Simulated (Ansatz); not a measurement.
Base system: ZrO$_{2}$ in the fluorite structure (space group Fm-3m, No. 225).

```
CELL_PARAMETERS angstrom
      0.00000     2.54466     2.54466
      2.54466     0.00000     2.54466
      2.54466     2.54466     0.00000
ATOMIC_POSITIONS crystal
  Zr 0.00000 0.00000 0.00000
  O  0.25000 0.25000 0.25000
  O  0.75000 0.75000 0.75000
```

Cartesian axes are those of the cell as printed.

Calculations: r2SCAN (Ansatz, a quantum-chemistry and plane-wave program; PAW; 500 eV plane waves; without spin-orbit coupling).

Before the change:

| Quantity | Result |
|---|---|
| Shortest interatomic distance | 2.204 Å |

The change: uniaxial strain ε_zz = +2.64 %, all other strain components held at zero; the atoms relax in the strained cell.

Problem. How does this affect the electron mass and shortest interatomic distance?

Solution. The electron mass is 0.51 mₑ along z, 1.2 mₑ across (at Γ); the shortest interatomic distance rises by 0.0196 Å, from 2.204 Å to 2.223 Å.

The levels and masses belong to the bands next to the band gap. Masses are band curvatures over ±0.01 Å⁻¹ around the edge. No phonon test of stability was made. This is not the structure that ZrO2 has at room temperature and ambient pressure.
